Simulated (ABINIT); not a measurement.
Crystal: MgS.

```
S Mg
1.0
     0.00000    2.83312    2.83312
     2.83312    0.00000    2.83312
     2.83312    2.83312    0.00000
S Mg
1 1
Direct
  0.25000 0.25000 0.25000
  0.00000 0.00000 0.00000
```

The cell comes from a database or a generator and needn't be the stable form of this composition.

- Program: ABINIT 10.8.3 (patched build)
- Task: single point
- Functional: PBE
- Potentials or basis: JTH PAW PBE v2.0
- Cutoff: 544 eV
- k mesh: 8 × 8 × 8
- Occupations: fermi-dirac, width 0.05 eV
- Spin: no spin polarisation

On this cell: pressure 0.9 GPa; largest force zero by symmetry; band gap on the k mesh 3.44 eV, direct.

The same run follows on a disturbed copy (atoms moved at random, drawn with an rms of 0.05 Å):

```xyz
2
Lattice="0.0000 2.8331 2.8331 2.8331 0.0000 2.8331 2.8331 2.8331 0.0000" Properties=species:S:1:pos:R:3 pbc="T T T"
S     1.4079    1.4394    1.4292
Mg    0.0410   -0.0268   -0.0051
```

Q: What does the disturbed cell give?

A: The energy moves by +7.6 meV/atom; pressure 0.9 GPa; largest force 0.443 eV/Å; band gap on the k mesh 3.36 eV, direct.

Forces in eV/Å, atoms in the order of the input:
```
S    0.295 -0.296 -0.149
Mg  -0.295  0.296  0.149
```

Stress tensor (GPa, compression positive):
```
 0.91 -0.51 -1.12
-0.51  0.92  1.11
-1.12  1.11  1.00
```

A k mesh can miss the band edges.
